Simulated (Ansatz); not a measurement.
Sb: relaxation of cell and atoms with LDA

Sb:

```
Sb
1.0
     2.15420    1.24373    3.75800
    -2.15420    1.24373    3.75800
     0.00000   -2.48746    3.75800
Sb
2
Direct
  0.76651 0.76651 0.76651
  0.23349 0.23349 0.23349
```

```
Program             : Ansatz 0.2.0
Task                : relaxation of cell and atoms
Functional          : LDA
Potentials or basis : Ansatz PAW
Cutoff              : 420 eV (not typed: the program's choice for these potentials)
k mesh              : 8 × 8 × 8
Occupations         : fermi-dirac, width 0.05 eV
Spin                : no spin polarisation
```

```
Relaxed volume                         : 29.24 Å³/atom
Relaxed cell                           : a = 4.418 Å, b = 4.418 Å, c = 4.418 Å, α = 58.20°, β = 58.20°, γ = 58.20°
Space group after relaxing (to 0.05 Å) : R-3m (No. 166)
Energy gained by relaxing              : 4.8 meV/atom
Ionic steps                            : 5
Pressure after relaxing                : 0.0 GPa
Largest force after relaxing           : 0.009 eV/Å
```

Forces on the atoms (eV/Å):
```
Sb   0.000  0.000 -0.009
Sb   0.000  0.000  0.009
```

The path:
| step | energy change (eV) | largest force (eV/Å) | volume (Å³) |
| --- | --- | --- | --- |
| 1 | 0.0000 | 0.0104 | 60.41 |
| 2 | -0.0067 | 0.1174 | 58.13 |
| 3 | -0.0094 | 0.0373 | 58.55 |
| 4 | -0.0100 | 0.0089 | 58.47 |
| 5 | -0.0095 | 0.0089 | 58.47 |

Final structure:
```yaml
crystal:
  lattice:
    - [2.14872, 1.24056, 3.65598]
    - [-2.14872, 1.24056, 3.65598]
    - [0.00000, -2.48113, 3.65598]
  atoms:
    - { symbol: Sb, position: [0.76464, 0.76464, 0.76464] }
    - { symbol: Sb, position: [0.23536, 0.23536, 0.23536] }
```

Wall time 9 s on 2 threads of Arm Neoverse V1, with other jobs on the host, peak memory 0.36 GiB.

Caveat: the plane-wave basis is chosen anew once the cell has moved, so the energies of steps on either side of that aren't comparable; the PAW data sets come from PBE, with cores solved anew for the run's functional, which leaves a small shift of forces and pressure. Spin-orbit coupling is left out, which matters for the levels of Sb.
